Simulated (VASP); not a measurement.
# Tc (P6_3/mmc) in VASP: a series of runs

The runs below take Tc through single point, with PBE.

Program: VASP 6.6.1. These are calculated values, not measurements. Logs are shortened: lines on timing, memory, paths and dates and some standing lists are left out, and cuts for length are marked.

### Step 1. The crystal as given

Symmetry: P6_3/mmc, No. 194, hexagonal system. Conventional cell: a = 2.737 Å, b = 2.737 Å, c = 4.395 Å, α = 90.00°, β = 90.00°, γ = 120.00°. Around Tc (site symmetry -6m2) lie 12 Tc at 2.71 to 2.74 Å.

### Step 2. Single point, PBE

File INCAR:

```
PREC = Accurate
ENCUT = 520
EDIFF = 1E-6
ISMEAR = -1
SIGMA = 0.08
LREAL = F
LASPH = T
NELM = 100
ALGO = Normal
ISIF = 2
LWAVE = F
LCHARG = F
GGA = PE
NBANDS = 20
```

File KPOINTS:

```
Automatic mesh
0
Gamma
  14 14 8
```

File POSCAR:

```
Tc
1.0
    2.7365804042      0.0000000000      0.0000000000
   -1.3682902021      2.3699481495      0.0000000000
    0.0000000000      0.0000000000      4.3949028000
Tc
2
Direct
    0.3333333333      0.6666666667      0.2500000000
    0.6666666667      0.3333333333      0.7500000000
```

Potentials or basis: VASP PAW PBE potentials, release 64 (Tc_pv).

On the command line:

```sh
cat potpaw_PBE.64/Tc_pv/POTCAR > POTCAR
mpirun -np 1 vasp_std > vasp.out
```

OUTCAR:

```text
PREC = Accurate
   ENCUT = 520
   EDIFF = 1E-6
   ISMEAR = -1
   LREAL = F
   LASPH = T
   NELM = 100
   ISIF = 2
   GGA = PE

 ion  position               nearest neighbor table
   1  0.333  0.667  0.250-   2 2.71   2 2.71   2 2.71   2 2.71   2 2.71   2 2.71
   2  0.667  0.333  0.750-   1 2.71   1 2.71   1 2.71   1 2.71   1 2.71   1 2.71

  LATTYP: Found a hexagonal cell.
 ALAT       =     2.7365804042
 C/A-ratio  =     1.6059834358

  Lattice vectors:

 A1 = (   2.7365804042,   0.0000000000,   0.0000000000)
 A2 = (  -1.3682902021,   2.3699481495,   0.0000000000)
 A3 = (   0.0000000000,   0.0000000000,   4.3949028000)

Analysis of symmetry for initial positions (statically):
=====================================================================
 Subroutine PRICEL returns:
 Original cell was already a primitive cell.

 Routine SETGRP: Setting up the symmetry group for a
 hexagonal supercell.

 Subroutine GETGRP returns: Found 24 space group operations
 (whereof 12 operations were pure point group operations)
 out of a pool of 24 trial point group operations.

The static configuration has the point symmetry D_3d.
 The point group associated with its full space group is D_6h.

Analysis of symmetry for dynamics (positions and initial velocities):
=====================================================================
 Subroutine PRICEL returns:
 Original cell was already a primitive cell.

 Routine SETGRP: Setting up the symmetry group for a
 hexagonal supercell.

 Subroutine GETGRP returns: Found 24 space group operations
 (whereof 12 operations were pure point group operations)
 out of a pool of 24 trial point group operations.

The dynamic configuration has the point symmetry D_3d.
 The point group associated with its full space group is D_6h.

 Subroutine INISYM returns: Found 24 space group operations
 (whereof 12 operations are pure point group operations),
 and found     1 'primitive' translations

----------------------------------------------------------------------------------------

                                     Primitive cell

  volume of cell :      28.5034

  direct lattice vectors                    reciprocal lattice vectors
     2.736580404  0.000000000  0.000000000     0.365419557  0.210975080  0.000000000
    -1.368290202  2.369948149  0.000000000     0.000000000  0.421950160  0.000000000
     0.000000000  0.000000000  4.394902800     0.000000000  0.000000000  0.227536318

  length of vectors
     2.736580404  2.736580404  4.394902800     0.421950160  0.421950160  0.227536318

  position of ions in fractional coordinates (direct lattice)
     0.333333333  0.666666667  0.250000000
     0.666666667  0.333333333  0.750000000

  ion indices of the primitive-cell ions
   primitive index   ion index
                 1           1
                 2           2

----------------------------------------------------------------------------------------

 KPOINTS: Automatic mesh

Automatic generation of k-mesh.
 Grid dimensions read from file:
 generate k-points for:   14   14    8

 Generating k-lattice:

  Cartesian coordinates                     Fractional coordinates (reciprocal lattice)
     0.026101397  0.015069649  0.000000000     0.071428571  0.000000000  0.000000000
     0.000000000  0.030139297  0.000000000     0.000000000  0.071428571  0.000000000
     0.000000000  0.000000000  0.028442040     0.000000000  0.000000000  0.125000000

  Length of vectors
     0.030139297  0.030139297  0.028442040

  Shift w.r.t. Gamma in fractional coordinates (k-lattice)
     0.000000000  0.000000000  0.000000000

 Subroutine IBZKPT returns following result:
 ===========================================

 Found    120 irreducible k-points:

 Following reciprocal coordinates:
            Coordinates               Weight
  0.000000  0.000000  0.000000      1.000000
  0.071429  0.000000  0.000000      6.000000
  0.142857  0.000000  0.000000      6.000000
  0.214286  0.000000  0.000000      6.000000
  0.285714  0.000000  0.000000      6.000000
  0.357143  0.000000  0.000000      6.000000
[... 16 lines left out ...]
  0.285714  0.285714  0.000000      6.000000
  0.357143  0.285714  0.000000      6.000000
 [... further k-points ...]
   k-points           NKPTS =    120   k-points in BZ     NKDIM =    120   number of bands    NBANDS=     20
   number of dos      NEDOS =    301   number of ions     NIONS =      2
   total plane-waves  NPLWV =  14400
   dimension x,y,z NGX =    20 NGY =   20 NGZ =   36
   dimension x,y,z NGXF=    40 NGYF=   40 NGZF=   72
   ions per type =               2
   NGX,Y,Z   is equivalent  to a cutoff of  12.15, 12.15, 13.62 a.u.
   NGXF,Y,Z  is equivalent  to a cutoff of  24.30, 24.30, 27.24 a.u.
 SYSTEM =  unknown system
   PREC   = accura    normal or accurate (medium, high low for compatibility)
   ISTART =      0    job   : 0-new  1-cont  2-samecut
   ICHARG =      2    charge: 1-file 2-atom 10-const
   ISPIN  =      1    spin polarized calculation?
   LNONCOLLINEAR =      F non collinear calculations
   LSORBIT =      F    spin-orbit coupling
   LASPH  =      T    aspherical Exc in radial PAW
   ENCUT  =  520.0 eV  38.22 Ry    6.18 a.u.   5.09  5.09  8.17*2*pi/ulx,y,z
   NELM   =    100;   NELMIN=  2; NELMDL= -5     # of ELM steps
   EDIFF  = 0.1E-05   stopping-criterion for ELM
   LREAL  =      F    real-space projection
   EDIFFG = 0.1E-04   stopping-criterion for IOM
   NSW    =      0    number of steps for IOM
   IBRION =     -1    ionic relax: 0-MD 1-quasi-New 2-CG
   NFREE  =      0    steps in history (QN), initial steepest desc. (CG)
   ISIF   =      2    stress and relaxation
   ISYM   =      2    0-nonsym 1-usesym 2-fastsym
   POTIM  = 0.5000    time-step for ionic-motion
   TEBEG  =    0.0;   TEEND  =   0.0 temperature during run
   PSTRESS=    0.0 pullay stress
   NELECT =      26.0000    total number of electrons
   NUPDOWN=      -1.0000    fix difference up-down
   EMIN   =  10.00;   EMAX   =-10.00  energy-range for DOS
   EFERMI =   0.00;   METHOD = LEGACY
   ISMEAR =    -1;   SIGMA  =   0.08  broadening in eV -4-tet -1-fermi 0-gaus
   EFERMI_NEDOS =   21; number of points for ismear=-14 and -15
   IALGO  =     38    algorithm
   IMIX   =      4    mixing-type and parameters
     AMIX     =   0.40;   BMIX     =  1.00
     AMIX_MAG =   1.60;   BMIX_MAG =  1.00
  volume/ion in A,a.u.               =      14.25        96.18
  Fermi-wavevector in a.u.,A,eV,Ry     =   1.587695  3.000309 34.297246  2.520776
  Thomas-Fermi vector in A             =   2.686813
   LORBIT       =      0    0 simple, 1 ext, 2 COOP (PROOUT), +10 PAW based schemes
   GGA     = PE    functional components
   LHFCALC =     F    Hartree Fock is set to
   AEXX    =    0.0000 exact exchange contribution
   IVDW    =     0    specifies the selected vdW correction
   LEPSILON=     F    determine dielectric tensor
   LRPA    =     F    only Hartree local field effects (RPA)
 non-spin polarized calculation
  energy-cutoff  :      520.00
  volume of cell :       28.50
 maximum number of plane-waves:       786
   NGX = 11   NGY = 11   NGZ = 17

 number of electron      25.9999998 magnetization

 Free energy of the ion-electron system (eV)
  ---------------------------------------------------
  ext. energy  EPLUGINS =         0.00000000
  ---------------------------------------------------
  free energy    TOTEN  =       -20.71832295 eV

  energy without entropy =      -20.67618598  energy(sigma->0) =      -20.69725446

 E-fermi :  12.7020     XC(G=0): -13.8216

 val. band max:       12.6878757836   @ k =   0.3571   0.1429   0.2500
 cond. band min:      12.7020418669   @ k =   0.2143   0.0000   0.2500
 fundamental gap:      0.0141660833
 Fermi energy:        12.7020179805

 k-point     1 :       0.0000    0.0000    0.0000
  band No.  band energies     occupation
      1     -26.7405      2.00000
      2     -25.6197      2.00000
      3     -25.6197      2.00000
      4     -25.4327      2.00000
      5     -25.4327      2.00000
      6     -25.3964      2.00000
[... 12 lines left out ...]
     19      23.8211      0.00000
     20      27.0385      0.00000

 k-point     2 :       0.0714    0.0000    0.0000
  band No.  band energies     occupation
      1     -26.7195      2.00000
      2     -25.6676      2.00000
      3     -25.6353      2.00000
      4     -25.4824      2.00000
      5     -25.4393      2.00000
      6     -25.4052      2.00000
[... 12 lines left out ...]
     19      23.7949      0.00000
     20      27.4246      0.00000

 k-point     3 :       0.1429    0.0000    0.0000
  band No.  band energies     occupation
      1     -26.6585      2.00000
      2     -25.8018      2.00000
      3     -25.6778      2.00000
      4     -25.6192      2.00000
      5     -25.4590      2.00000
      6     -25.4318      2.00000
[... 12 lines left out ...]
     19      23.6875      0.00000
     20      28.3553      0.00000

 k-point     4 :       0.2143    0.0000    0.0000
  band No.  band energies     occupation
      1     -26.5638      2.00000
      2     -25.9951      2.00000
      3     -25.8104      2.00000
      4     -25.7368      2.00000
      5     -25.4891      2.00000
      6     -25.4766      2.00000
[... 12 lines left out ...]
     19      23.4832      0.00000
     20      28.4170      0.00000

 k-point     5 :       0.2857    0.0000    0.0000
  band No.  band energies     occupation
      1     -26.4457      2.00000
      2     -26.2085      2.00000
      3     -26.0146      2.00000
      4     -25.8000      2.00000
      5     -25.5391      2.00000
      6     -25.5243      2.00000
[... 12 lines left out ...]
     19      23.2432      0.00000
     20      26.5501      0.00000
[... 353 lines left out ...]
      6     -25.7210      2.00000
[... 12 lines left out ...]
     19      23.8291      0.00000
     20      24.5115      0.00000

 k-point    22 :       0.3571    0.2143    0.0000
  band No.  band energies     occupation
      1     -26.4560      2.00000
      2     -26.2549      2.00000
      3     -26.0870      2.00000
      4     -26.0718      2.00000
      5     -25.8250      2.00000
      6     -25.7955      2.00000
[... 12 lines left out ...]
     19      22.9621      0.00000
     20      25.4855      0.00000

 k-point    23 :       0.2857    0.2857    0.0000
  band No.  band energies     occupation
      1     -26.4037      2.00000
      2     -26.2569      2.00000
      3     -26.0968      2.00000
      4     -26.0552      2.00000
      5     -25.8952      2.00000
      6     -25.8092      2.00000
[... 12 lines left out ...]
     19      22.2046      0.00000
     20      25.8234      0.00000

 k-point    24 :       0.3571    0.2857    0.0000
  band No.  band energies     occupation
      1     -26.4045      2.00000
      2     -26.1961      2.00000
      3     -26.1823      2.00000
      4     -25.9825      2.00000
      5     -25.9423      2.00000
      6     -25.8741      2.00000
[... 12 lines left out ...]
     19      21.5584      0.00000
     20      26.8897      0.00000

 [... further k-points ...]

------------------------ aborting loop because EDIFF is reached ----------------------------------------

  FORCE on cell =-STRESS in cart. coord.  units (eV):
  Direction    XX          YY          ZZ          XY          YZ          ZX
  --------------------------------------------------------------------------------------
  -------------------------------------------------------------------------------------
  Total        0.7012733      0.7012733      0.4185562     -0.0000000      0.0000000      0.0000000
  in kB       39.4186307     39.4186307     23.5270773     -0.0000000      0.0000000      0.0000000
  external PRESSURE =      34.1214463 kB  Pullay stress =       0.0000000 kB

 VOLUME and BASIS-vectors are now :
 -----------------------------------------------------------------------------
  energy-cutoff  :      520.00
  volume of cell :       28.50
      direct lattice vectors                 reciprocal lattice vectors
     2.736580404  0.000000000  0.000000000     0.365419557  0.210975080  0.000000000
    -1.368290202  2.369948149  0.000000000     0.000000000  0.421950160  0.000000000
     0.000000000  0.000000000  4.394902800     0.000000000  0.000000000  0.227536318

 POSITION                                       TOTAL-FORCE (eV/Angst)
 -----------------------------------------------------------------------------------
     -0.00000      1.57997      1.09873         0.000000      0.000000      0.000000
      1.36829      0.78998      3.29618        -0.000000     -0.000000      0.000000
 -----------------------------------------------------------------------------------
    total drift:                               -0.000000      0.000000     -0.000000

  FREE ENERGIE OF THE ION-ELECTRON SYSTEM (eV)
  ---------------------------------------------------
  free  energy   TOTEN  =       -20.7183229513 eV

  energy  without entropy=      -20.6761859752  energy(sigma->0) =      -20.69725446
```

Wall time 59 s (1 thread of Intel Xeon Platinum 8375C at 2.90GHz (Ice Lake), shared host); peak memory 0.17 GiB.

What came out:

| Item | Value |
| --- | --- |
| Free energy | -20.7183 eV |
| Pressure | 3.4 GPa |
| Band gap on the k mesh | none (metal or under the smearing width) |

### Step 3. Single point, PBE (volume scaled by 1.02)

INCAR is that of step 2.

KPOINTS is that of step 2.

File POSCAR:

```
Tc
1.0
    2.7547039814      0.0000000000      0.0000000000
   -1.3773519907      2.3856436278      0.0000000000
    0.0000000000      0.0000000000      4.4240089648
Tc
2
Direct
    0.3333333333      0.6666666667      0.2500000000
    0.6666666667      0.3333333333      0.7500000000
```

Potentials or basis: VASP PAW PBE potentials, release 64 (Tc_pv).

On the command line:

```sh
cat potpaw_PBE.64/Tc_pv/POTCAR > POTCAR
mpirun -np 1 vasp_std > vasp.out
```

It took 55 s on 1 thread of Intel Xeon Platinum 8375C at 2.90GHz (Ice Lake), shared host; peak memory 0.18 GiB.

The run converged. Its results:

| Quantity | Value |
| --- | --- |
| Free energy | -20.7204 eV |
| Pressure | -2.6 GPa |
| Band gap on the k mesh | none (metal or under the smearing width) |

Stress tensor (GPa, compression positive):
```
-2.04  0.00  0.00
 0.00 -2.04  0.00
 0.00  0.00 -3.63
```

Levels at points of the mesh, in eV from the Fermi level:
```tsv
k point	band 9	band 10	band 11	band 12	band 13	band 14	band 15	band 16	band 17	band 18
(0.00, 0.00, 0.00)	-1.49	-1.49	-1.44	-0.80	-0.80	-0.09	-0.09	1.63	2.49	2.49
(0.50, 0.00, 0.00)	-4.50	-1.82	-1.11	-0.91	-0.48	2.88	3.25	3.29	5.21	6.99
(0.00, 0.00, 0.50)	-1.84	-1.84	-1.62	-1.62	-1.62	-1.62	1.83	1.83	1.83	1.83
(0.50, 0.00, 0.50)	-3.59	-3.59	0.16	0.16	1.40	1.40	3.13	3.13	4.29	4.29
```
